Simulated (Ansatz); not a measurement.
CdSe:

```
CELL_PARAMETERS angstrom
0.00000 3.07027 3.07027
3.07027 0.00000 3.07027
3.07027 3.07027 0.00000
ATOMIC_POSITIONS crystal
Cd 0.00000 0.00000 0.00000
Se 0.25000 0.25000 0.25000
```

Measurements of this composition are mostly on another form, of space group No. 186.

Program: Ansatz 0.2.0. Alike in all runs: cell as given.

Task: Order these runs on this cell by their pressure, lowest first.
A. level PBE; potentials or basis all-electron LAPW, scalar-relativistic; spin off; k mesh 5 × 5 × 5; cutoff (eV) 245; smearing fermi-dirac 0.02 eV; basis error allowed 0.002 eV/atom
B. level PBE+D3(BJ)+ATM; potentials or basis all-electron LAPW, scalar-relativistic; spin collinear, random start; k mesh 8 × 8 × 8; cutoff (eV) 266; smearing fermi-dirac 0.025 eV; basis error allowed 0.001 eV/atom
C. level PBEsol+D4; potentials or basis all-electron LAPW, relativistic spinors; spin SOC, no magnetisation; k mesh 6 × 6 × 6; cutoff (eV) 266; smearing fixed; basis error allowed 0.001 eV/atom

Result: C (-2.4 GPa), B (-0.5 GPa), A (1.4 GPa).

Caveats: the starting moments weren't kept (some runs).
